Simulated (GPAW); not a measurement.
A run of GPAW 26.7.0 is set up as follows.

Contents of run.py:

```python
from ase.dft.bandgap import bandgap
from ase.io import read, write
from gpaw import GPAW, PW

atoms = read('ZnO.xyz')

calc = GPAW(mode=PW(800),
            xc={'name': 'optPBE-vdW', 'backend': 'libvdwxc'},
            kpts={'size': (6, 6, 3), 'gamma': True},
            occupations={'name': 'fermi-dirac', 'width': 0.05},
            nbands=31,
            convergence={'density': 1e-05, 'energy': 1e-05},
            maxiter=150,
            txt='gpaw.txt')
atoms.calc = calc
energy = atoms.get_potential_energy()
forces = atoms.get_forces()
calc.write('gs.gpw')
write('result.traj', atoms)
print(f'Energy: {energy:.6f} eV')
print('Forces (eV/A):')
print(forces.round(4))
print('Fermi level:', round(calc.get_fermi_level(), 4), 'eV')
print(f'Gap: {bandgap(calc)[0]:.4f} eV, direct: {bandgap(calc, direct=True)[0]:.4f} eV')

path = atoms.cell.bandpath('GMKGALHA,LM,KH', npoints=80, eps=1e-4)
bs_calc = calc.fixed_density(kpts=path, symmetry='off', nbands=45,
                             convergence={'bands': 'CBM+6.0', 'eigenstates': 1e-6}, txt='bands.txt')
bs = bs_calc.band_structure()
bs.write('bs.json')
print(f'Gap on the path: {bandgap(bs_calc)[0]:.4f} eV')
```

ZnO.xyz

```xyz
4
Lattice="3.2493080000 0.0000000000 0.0000000000 -1.6246540000 2.8139832727 0.0000000000 0.0000000000 0.0000000000 5.2057090000" Properties=species:S:1:pos:R:3 pbc="T T T"
Zn     1.6246540002      0.9379944241      0.0000000000
Zn    -0.0000000002      1.8759888486      2.6028545000
O     -0.0000000002      1.8759888486      4.5758702681
O      1.6246540002      0.9379944241      1.9730157681
```

Potentials or basis: GPAW PAW data sets (gpaw-data 1.2.1), pw.

Launch:

```bash
$ OMP_NUM_THREADS=1 python run.py
```

**Question.** Estimate the band gap on the k mesh.

**Answer.** 0.99 eV, direct.

**Question.** Predict the band gap along the path.

**Answer.** 0.99 eV, direct.

Levels at the corners of the path, in eV from the valence-band top:
| point | band 15 | band 16 | band 17 | band 18 | band 19 | band 20 |
| --- | --- | --- | --- | --- | --- | --- |
| Γ | -0.80 | -0.07 | 0.00 | 0.00 | 0.99 | 5.38 |
| M | -2.80 | -2.25 | -1.26 | -0.81 | 5.93 | 7.03 |
| K | -3.52 | -1.89 | -1.89 | -1.68 | 7.81 | 7.81 |
| Γ | -0.80 | -0.07 | 0.00 | 0.00 | 0.99 | 5.38 |
| A | -0.39 | -0.39 | -0.39 | -0.39 | 3.61 | 3.61 |
| L | -1.48 | -1.48 | -1.33 | -1.33 | 5.90 | 5.90 |
| H | -2.66 | -2.66 | -1.21 | -1.21 | 8.15 | 8.15 |
| A | -0.39 | -0.39 | -0.39 | -0.39 | 3.61 | 3.61 |
| L | -1.48 | -1.48 | -1.33 | -1.33 | 5.90 | 5.90 |
| M | -2.80 | -2.25 | -1.26 | -0.81 | 5.93 | 7.03 |
| K | -3.52 | -1.89 | -1.89 | -1.68 | 7.81 | 7.81 |
| H | -2.66 | -2.66 | -1.21 | -1.21 | 8.15 | 8.15 |

Caveat: the k mesh is coarse; the PAW data sets were made with another functional, which shifts forces and pressure a little.

**The experiment to reproduce.**

“Electronic structure of alkaline earth and post-transition metal oxides”, 2009, arxiv:0908.1581 quotes, for a bulk crystal of ZnO: band gap 3.37 eV.

A measured gap of ZnO is 3.37 eV (quoted in “Electronic structure of alkaline earth and post-transition metal oxides”, 2009, arxiv:0908.1581); the calculated 0.99 eV misses it by -2.38 eV. So large a miss can be the level of theory's own, or it may mean another phase, state or a wrong row. The value is that of optPBE-vdW, without temperature or zero-point motion.
